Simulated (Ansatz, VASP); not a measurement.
## Two plane-wave programs on B

File INCAR:

```
ALGO     = Normal         # electronic algorithm
EDIFF    = 1E-6           # SCF threshold, eV
ENCUT    = 520            # plane-wave cutoff, eV
GGA      = PS             # functional
ISIF     = 2              # what is computed and relaxed
ISMEAR   = 0              # smearing method
LASPH    = True           # aspherical terms in the spheres
LCHARG   = True           # write CHGCAR
LELF     = True           # ELF
LREAL    = False          # projectors in reciprocal space
LVHAR    = True         
LWAVE    = False          # write WAVECAR
NBANDS   = 8              # bands
NELM     = 60             # most SCF steps
PREC     = Accurate       # precision mode
SIGMA    = 0.15           # smearing width, eV
```

Contents of KPOINTS:

```
k-points
0
Gamma
  33 33 14
```

The input POSCAR:

```
B
1.0
    1.7535065831      0.0000000000      0.0000000000
   -0.8767532915      1.5185812466      0.0000000000
    0.0000000000      0.0000000000      3.7444855355
B
1
Direct
    0.0000000000      0.0000000000      0.0000000000
```

Input for Ansatz:

```yaml
crystal:
  lattice:
    - [1.7535065831, 0.0, 0.0]
    - [-0.8767532915, 1.5185812466, 0.0]
    - [0.0, 0.0, 3.7444855355]
  atoms:
    - { symbol: B, position: [0.0, 0.0, 0.0] }
basis:
  ecutwfc: 420
kpoints:
  mp_grid: { grid: [33, 33, 14] }
hamiltonian:
  xc: pbesol
scf:
  occupations: { method: gaussian, width: 0.15 }
output:
  forces: true
  stress: true
  eigenvalues: true
```

Change from the starting cell: strain +0.030 along x and y, +0.030 along z, atoms carried along.

Alike in both runs: task single point; functional PBEsol; k mesh 33 × 33 × 14; occupations gaussian, width 0.15 eV; no spin polarisation.

```csv
,VASP,Ansatz
version,VASP 6.6.1,Ansatz 0.2.0
potentials or method,"VASP PAW PBE potentials, release 64 (B)","scalar-relativistic, plane waves, PAW"
plane-wave cutoff (eV),520,420
valence electrons in the cell,3,3
```

VASP gave:

```
gap on the k mesh at the Fermi level (eV)       : none
pressure (GPa)                                  : -12.9
largest component of the traceless stress (GPa) : 11.89
```

Problem. Which values does Ansatz return?

Solution. gap on the k mesh at the Fermi level (eV): none; pressure (GPa): -13.0; largest component of the traceless stress (GPa): 12.08.

A gap of «none» marks a metal or a gap that the smearing closes. The functional is the same, so the differences come from potentials, cutoffs and numerics.

Caveats: the PAW data sets were made with another functional, which shifts forces and pressure a little (VASP).
